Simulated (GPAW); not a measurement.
A run of GPAW 26.7.0 is set up as follows.

Contents of run.py:

```python
from ase import Atoms
from ase.dft.bandgap import bandgap
from ase.io import write
from gpaw import GPAW, PW

atoms = Atoms(['Al', 'Al', 'N', 'N'],
              cell=[[3.113, 0.0, 0.0],
                    [-1.5565, 2.695937082, 0.0],
                    [0.0, 0.0, 4.981]],
              scaled_positions=[[0.6666666667, 0.3333333333, 0.5],
                                [0.3333333333, 0.6666666667, 0.0],
                                [0.6666666667, 0.3333333333, 0.88],
                                [0.3333333333, 0.6666666667, 0.38]],
              pbc=True)

calc = GPAW(mode=PW(800),
            xc={'name': 'optB88-vdW', 'backend': 'libvdwxc'},
            kpts={'size': (7, 7, 4), 'gamma': True},
            occupations={'name': 'fermi-dirac', 'width': 0.05},
            nbands=18,
            convergence={'density': 1e-05, 'energy': 1e-05},
            maxiter=150,
            legacy_gpaw=True,
            txt='gpaw.txt')
atoms.calc = calc
energy = atoms.get_potential_energy()
forces = atoms.get_forces()
calc.write('gs.gpw')
write('result.traj', atoms)
print(f'Energy: {energy:.6f} eV')
print('Forces (eV/A):')
print(forces.round(4))
print('Fermi level:', round(calc.get_fermi_level(), 4), 'eV')
print(f'Gap: {bandgap(calc)[0]:.4f} eV, direct: {bandgap(calc, direct=True)[0]:.4f} eV')

path = atoms.cell.bandpath('GMKGALHA,LM,KH', npoints=100, eps=1e-4)
bs_calc = calc.fixed_density(kpts=path, symmetry='off', nbands=29,
                             convergence={'bands': 'CBM+6.0', 'eigenstates': 1e-6}, txt='bands.txt')
bs = bs_calc.band_structure()
bs.write('bs.json')
print(f'Gap on the path: {bandgap(bs_calc)[0]:.4f} eV')
```

Potentials or basis: GPAW PAW data sets (gpaw-data 1.2.1), pw.

Launch:

```bash
$ OMP_NUM_THREADS=1 python run.py
```

Estimate the band gap along the path.

4.45 eV, direct.

Estimate the largest force.

0.123 eV/Å.

What does it give for the band gap on the k mesh?

4.45 eV, direct.

Forces on the atoms (eV/Å):
```
Al   0.000  0.000 -0.123
Al   0.000  0.000 -0.123
N    0.000  0.000  0.123
N    0.000  0.000  0.122
```

Caveat: the PAW data sets were made with another functional, which shifts forces and pressure a little.

**Experimental background.**

“Self-assembly of well-separated AlN nanowires directly on sputtered metallic TiN films”, 2019, arxiv:1910.07391 quotes, for a bulk crystal of AlN at 10 K: band gap 6.034 eV (an exciton energy, a little under the gap).

Measured gap of AlN: 6.034 eV (an exciton energy, a little under the gap; 10 K; quoted in “Self-assembly of well-separated AlN nanowires directly on sputtered metallic TiN films”, 2019, arxiv:1910.07391). This calculation gives 4.45 eV (-1.58 eV). 2 values of this kind are on record (6.034 to 6.0343 eV); this one was drawn at random. The value is that of optB88-vdW, without temperature or zero-point motion.
